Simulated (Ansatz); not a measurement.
Crystal: Nb.

```
Nb
1.0
    -1.66395    1.66395    1.66395
     1.66395   -1.66395    1.66395
     1.66395    1.66395   -1.66395
Nb
1
Direct
  0.00000 0.00000 0.00000
```

- Program: Ansatz 0.2.0
- Task: relaxation of cell and atoms
- Functional: RPBE
- Dispersion: D3(BJ)
- Potentials or basis: Ansatz PAW
- Cutoff: 420 eV (not typed: the program's choice for these potentials)
- k mesh: 11 × 11 × 11
- Occupations: fermi-dirac, width 0.05 eV
- Spin: no spin polarisation

At the start: volume 18.43 Å³/atom.

**Question.** Where does the relaxation end?

**Answer.** It ends after 6 steps and the volume is 14.21 Å³/atom (-22.9 %); space group Im-3m (No. 229, to 0.05 Å).

The path:
```csv
step,energy change (eV),largest force (eV/Å),volume (Å³)
1,0.0000,0.0000,18.43
2,-0.5616,0.0000,15.86
3,-0.6799,0.0000,13.72
4,-0.6941,0.0000,14.28
5,-0.6944,0.0000,14.21
6,-0.6935,0.0000,14.21
```

Final structure:
```
CELL_PARAMETERS angstrom
-1.52589 1.52589 1.52589
1.52589 -1.52589 1.52589
1.52589 1.52589 -1.52589
ATOMIC_POSITIONS crystal
Nb 0.00000 0.00000 0.00000
```

Caveat: the volume moved by over 15 % at a fixed basis, so the end points are rough; the plane-wave basis is chosen anew once the cell has moved, so the energies of steps on either side of that aren't comparable; the volume moved by -23 % from the deposited cell, more than functionals usually miss; the PAW data sets come from PBE, with cores solved anew for the run's functional, which leaves a small shift of forces and pressure.
